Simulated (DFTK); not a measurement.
CsBr: equation of state with PBE

Crystal: CsBr.

```
CELL_PARAMETERS angstrom
4.32562 0.00000 0.00000
0.00000 4.32562 0.00000
0.00000 0.00000 4.32562
ATOMIC_POSITIONS crystal
Cs 0.00000 0.00000 0.00000
Br 0.50000 0.50000 0.50000
```

The cell comes from a database or a generator and needn't be the stable form of this composition.

```yaml
Program: DFTK 0.8.2
Task: equation of state
Functional: PBE
Potentials_or_basis: dojo.nc.sr.pbe.v0_4_1.standard.upf (PBE)
Cutoff: 789 eV
k_mesh: 6 × 6 × 6
Occupations: fermi-dirac, width 0.05 eV
Spin: no spin polarisation
Valence_electrons: Br 7, Cs 9
Volume_scales: "[0.94, 0.96, 0.98, 1.0, 1.02, 1.04, 1.06]"
SCF_tolerance_on_the_density: 1e-06
```

| Item | Value |
| --- | --- |
| Equilibrium volume | 42.23 Å³/atom |
| Bulk modulus | 12.2 GPa |
| Pressure derivative of the bulk modulus | 5.1 |

Energy against volume, from the lowest point:
| volume (Å³/atom) | energy (meV/atom) |
| --- | --- |
| 38.040 | 19.60 |
| 38.850 | 12.21 |
| 39.659 | 6.77 |
| 40.468 | 3.04 |
| 41.278 | 0.84 |
| 42.087 | 0.00 |
| 42.896 | 0.37 |

Run time: 14 min on 1 thread of Intel(R) Xeon(R) Platinum 8259CL CPU @ 2.50GHz (Skylake/Cascade Lake) (shared host), peak memory 1.7 GiB.

The run has no spin-orbit coupling, so splittings on Cs are missing.
